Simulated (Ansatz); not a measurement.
# CdS: the change of pressure with volume scale

Results calculated with Ansatz 0.2.0, not measured. Periodic Kohn-Sham DFT of a crystal at fixed atoms, scaled to volume_scale times the given cell; pressure positive in compression, energy less spherical unpolarised free atoms, largest_vzz the field gradient of largest size among the nuclei.

The cell before it is scaled or strained (space group P6_3mc, No. 186):
```
CdS
1.0
      4.1348     0.0000     0.0000
     -2.0674     3.5808     0.0000
      0.0000     0.0000     6.7490
Cd S
2 2
Direct
  0.33333 0.66667 0.00000
  0.66667 0.33333 0.50000
  0.33333 0.66667 0.38500
  0.66667 0.33333 0.88500
```

Settings of every row: method all-electron PAW; functional LDA; relativity scalar; k mesh 8x8x4; filling fermi-dirac; smearing width 0.02 eV; nucleus gaussian.

Atom start moment: 0 on all atoms.

Limits: field gradient without spin-orbit coupling on heavy atoms.

| row | volume scale | V (Å³/atom) | pressure (GPa) | largest V_zz (1e21 V/m^2) |
| --- | --- | --- | --- | --- |
| 1 | 0.94 | 23.482 | 1.244 | 3.354 |
| 2 | 0.98 | 24.482 | -1.538 | 3.208 |
| 3 | 1 | 24.982 | -2.703 | 3.139 |
| 4 | 1.01 | 25.231 | ? | ? |
| 5 | 1.04 | 25.98 | -4.659 | 3.009 |

Question: what pressure should row 4 give?

Worked fit of pressure. Take u = (V_r/V)^(2/3) − 1 with V_r = 24.732 Å³ an atom, which is twice the finite (Eulerian) strain; such expansions in the strain, on which the Birch-Murnaghan equation of state is built, carry the rest volume and the bulk modulus. The shown rows have u = 0.03518, 0.0068, -0.00668, -0.03229. Least squares give pressure = −2.1379 + 86.705 × u + 267.64 × u² GPa; a straight line predicts inner rows, each left out in turn, worse (root mean square 0.2 against 0.0044 GPa). The rows lie off it by 0.000, -0.002, 0.002, 0.000. The pressure vanishes at u = 0.0230, or V = 23.9 Å³ an atom, and there the bulk modulus at fixed shape and fractions is B = −V dP/dV = (2/3)(1 + u) dP/du = 67.5 GPa. Letting shape and atoms relax would as a rule lower it, by much in layered, chain or molecular crystals. The withheld row has u = -0.01323, so the fit gives −2.1379 + 86.705 × (-0.01323) + 267.64 × (-0.01323)² = -3.238 GPa.

The calculation gave -3.236 GPa. The fit lies 0.002 GPa (0.034 % of the column's range) below it; its largest miss of a shown row is 0.002 GPa.

The other values of row 4: largest V_zz 3.105 1e21 V/m^2.
